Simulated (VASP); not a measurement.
## VASP 6.6.1 run: BP

INCAR

```
GGA = PE
IBRION = -1
ISIF = 2
NBANDS = 11
LWAVE = .FALSE.
ISMEAR = -1
LASPH = .TRUE.
SIGMA = 0.02
LREAL = .FALSE.
PREC = Accurate
EDIFF = 1E-7
LCHARG = .FALSE.
ENCUT = 520
NSW = 0
NELM = 120
```

KPOINTS

```
KPOINTS created by Atomic Simulation Environment
0
Gamma
12 12 12
0 0 0
```

POSCAR

```
B  P
 1.0000000000000000
     0.0000000000000000    2.2181858960000000    2.2683156724000000
     2.2181858960000000    0.0000000000000000    2.2683156724000000
     2.2181858960000000    2.2181858960000000    0.0000000000000000
 B   P
   1   1
Cartesian
  0.0000000000000000  0.0000000000000000  0.0000000000000000
  1.1090929480000000  1.1090929480000000  1.1341578362000000
```

The recommended PBE PAW datasets give the neutral cell 8 valence electrons.

Command

```
mpirun -np 1 vasp_std
```

Q: How does this run end, and what does it give?

A: It converged. Results: gap between bands v and c on the k mesh 1.00 eV; least direct gap on the k mesh 3.36 eV; pressure 9.1 GPa. Band v is the last that the valence electrons fill when counted band by band, and c is the next.

OSZICAR

```
N       E                     dE             d eps       ncg     rms          rms(c)
DAV:   1     0.992428776061E+01    0.99243E+01   -0.40025E+03  3586   0.661E+02
DAV:   2    -0.130775215152E+02   -0.23002E+02   -0.21792E+02  4729   0.112E+02
DAV:   3    -0.136974023648E+02   -0.61988E+00   -0.61853E+00  4560   0.161E+01
DAV:   4    -0.136996987048E+02   -0.22963E-02   -0.22961E-02  4160   0.116E+00
DAV:   5    -0.136997099466E+02   -0.11242E-04   -0.11242E-04  4481   0.800E-02    0.770E+00
DAV:   6    -0.130052940622E+02    0.69442E+00   -0.15189E+00  4084   0.548E+00    0.414E+00
DAV:   7    -0.128998731352E+02    0.10542E+00   -0.27939E-01  4512   0.263E+00    0.139E+00
DAV:   8    -0.128915836626E+02    0.82895E-02   -0.28240E-02  4210   0.977E-01    0.208E-01
DAV:   9    -0.128919000665E+02   -0.31640E-03   -0.70240E-04  4227   0.183E-01    0.138E-01
DAV:  10    -0.128920897512E+02   -0.18968E-03   -0.23908E-04  4075   0.978E-02    0.297E-02
DAV:  11    -0.128920999049E+02   -0.10154E-04   -0.11164E-05  4534   0.221E-02    0.366E-02
DAV:  12    -0.128921008051E+02   -0.90025E-06   -0.45358E-06  4087   0.105E-02    0.166E-02
DAV:  13    -0.128921006775E+02    0.12759E-06   -0.13322E-07  3396   0.234E-03    0.700E-03
DAV:  14    -0.128921007352E+02   -0.57674E-07   -0.48674E-08  2114   0.122E-03
   1 F= -.12892101E+02 E0= -.12892101E+02  d E =-.209495E-11
```

For comparison, a separate PBE run of the intended cell, on usual settings and not on those above, gives a gap of 1.00 eV on its mesh and a pressure of 9.1 GPa.
